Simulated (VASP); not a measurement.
The system is Sn.

```
Sn
1.0
    -1.89465    1.89465    1.89465
     1.89465   -1.89465    1.89465
     1.89465    1.89465   -1.89465
Sn
1
Direct
  0.00000 0.00000 0.00000
```

This isn't the form of Sn at room conditions, which is tetragonal (white tin).

```yaml
Program: VASP 6.6.1
Task: relaxation of cell and atoms
Functional: BLYP
Potentials_or_basis: VASP PAW PBE potentials, release 64 (Sn_d)
Cutoff: 600 eV
k_mesh: 10 × 10 × 10
Occupations: fermi-dirac, width 0.05 eV
Spin: no spin polarisation
```

At the start: pressure 5.4 GPa; volume 27.20 Å³/atom.

Task: How do energy, volume and symmetry change on relaxing?

Result: Over 3 steps the energy falls by 54.8 meV/atom and the volume is 30.77 Å³/atom (+13.1 %); space group Im-3m (No. 229, to 0.05 Å).

The path:
| step | energy change (eV) | largest force (eV/Å) | pressure (GPa) | volume (Å³) |
| --- | --- | --- | --- | --- |
| 1 | 0.0000 | 0.0000 | 5.42 | 27.20 |
| 2 | -0.0546 | 0.0000 | -0.23 | 30.99 |
| 3 | -0.0548 | 0.0000 | 0.00 | 30.77 |

Final structure:
```yaml
crystal:
  lattice:
    - [-1.97407, 1.97407, 1.97407]
    - [1.97407, -1.97407, 1.97407]
    - [1.97407, 1.97407, -1.97407]
  atoms:
    - { symbol: Sn, position: [0.00000, 0.00000, 0.00000] }
```

Caveat: the PAW data sets were made with another functional, which shifts forces and pressure a little.
